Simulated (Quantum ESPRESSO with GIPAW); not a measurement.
# Octahedral tilting in BaZrO3 seen by 137Ba

Starting from the cubic perovskite, neighbouring octahedra are turned by θ about [001] in opposite senses, in all three directions (tilt system a⁰a⁰c⁻). The cell and the cations are held, so the in-plane bonds lengthen as 1/cos θ. GIPAW with PBEsol and plane-wave PAW files from pslibrary 1.0.0 recipes (Zr spn, Ba spn, O n), cutoffs 55 and 330 Ry, a 5×5×5 mesh in every shielding run (Quantum ESPRESSO with GIPAW, a patched development version), without spin-orbit coupling. The atoms are held where the series puts them. The cells were built for this series from an entry of the Crystallography Open Database for this compound, not from a prototype; it need not be the form that is stable at ambient conditions.

One member of the series, BaZrO3 (I4/mcm) at 6 °, as used in the shielding run:

```
Zr Ba O
1.0
     0.00000    4.19134    4.19134
     4.19134    0.00000    4.19134
     4.19134    4.19134    0.00000
Zr Ba O
2 2 6
Cartesian
  0.0000 0.0000 0.0000
  4.1913 4.1913 4.1913
  2.0957 2.0957 2.0957
  6.2870 6.2870 6.2870
  2.0957 4.4116 4.1913
  3.9711 2.0957 4.1913
  4.1913 4.1913 2.0957
  6.2870 3.9711 4.1913
  4.4116 6.2870 4.1913
  4.1913 4.1913 6.2870
```

| angle θ (°) | θ² (deg²) | mean bond at Ba (Å) | σ_iso of Ba (ppm) |
| --- | --- | --- | --- |
| 0 | 0.00 | 2.9637 | 4904.16 |
| 1.5 | 2.25 | 2.9639 | 4901.62 |
| 3 | 9.00 | 2.9644 | 4894.23 |
| 4.5 | 20.25 | 2.9653 | 4882.15 |
| 6 | 36.00 | 2.9665 | 4865.71 |
| 7.5 | 56.25 | 2.9680 | 4845.38 |
| 9 | 81.00 | 2.9699 | 4821.57 |
| 10.5 | 110.25 | 2.9723 | ? |
| 12 | 144.00 | 2.9750 | 4765.26 |

**Task.** Fit σ_iso of Ba against x, the square of the angle in deg²; judge whether a straight line is enough, and predict the withheld row (x = 110.25 deg²).

1. The 8 known rows give Σx = 348.75, Σy = 38880.08, Σx² = 32253.1875 and Σxy = 1678403.0475.

2. Slope b = (nΣxy − ΣxΣy)/(nΣx² − (Σx)²) = -0.96924 and intercept a = (Σy − bΣx)/n = 4902.26 ppm.

3. Residuals y − a − bx, in the order of the table: +1.90, +1.54, +0.69, -0.49, -1.66, -2.36, -2.18, +2.57 ppm; r.m.s. 1.8 ppm, R² = 0.998. They bend, and a quadratic term takes most of them away: y = 4904.0349 − 1.093320 x + 9.02116e-4 x², r.m.s. 0.10 ppm.

4. At x = 110.25 deg², inside the fitted range, the line gives 4795.40 ppm and the parabola 4794.46 ppm.

5. The run gives 4794.77 ppm. The line misses by +0.63 ppm, the parabola by -0.31 ppm; that is 3.0 times the r.m.s. of the parabola. Verdict: a line is not enough; the parabola both fits and predicts better.

Between neighbouring rows of the full table the slope is -11 ppm for 10 deg² of θ² at the low end and -8.7 at the high end. Turning by −θ gives the same structure shifted by one cell, so a mean over an element is even in θ: hence the fit against θ². The macroscopic shape term is left out. It is common to all sites of a cell; for a sphere, judged roughly from the xx and yy parts of the valence susceptibility, it lies between 5.9 and 6.7 ppm in these runs.

[Logs are printed without paths, hosts, clocks, repeated set-up lines and the standing remarks that a program may print on its own settings, such as how far it seeks lower states.]

[Hosts, paths, dates, database ids (printed as entryN), source tags and the programs' standing remarks are cut or masked in the printed files.]
